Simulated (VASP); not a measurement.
Input of a VASP 6.6.1 run:

INCAR

```
  PREC = Accurate
  ENCUT = 520
  EDIFF = 1E-7
  ISMEAR = 0
  SIGMA = 0.01
  LREAL = False
  LASPH = True
  NELM = 100
  ALGO = Normal
  ISIF = 2
  LWAVE = False
  LCHARG = False
  GGA = PE
  NBANDS = 11
```

File KPOINTS:

```
Automatic mesh
0
Gamma
  8 8 8
```

Contents of POSCAR:

```
MgSe
1.0
    0.0000000000      2.6229646198      2.6229646198
    2.6229646198      0.0000000000      2.6229646198
    2.6229646198      2.6229646198      0.0000000000
Mg Se
1 1
Direct
    0.0000000000      0.0000000000      0.0000000000
    0.5000000000      0.5000000000      0.5000000000
```

Potentials or basis: VASP PAW PBE potentials, release 64 (Mg, Se).

Launch:

```console
$ cat potpaw_PBE.64/Mg/POTCAR potpaw_PBE.64/Se/POTCAR > POTCAR
$ mpirun -np 1 vasp_std > vasp.out
```

(1) What does it give for the band gap on the k mesh?

(2) What does it give for the pressure?

Answers

(1) 1.99 eV, indirect (least direct gap 3.44 eV).

(2) 11.9 GPa.
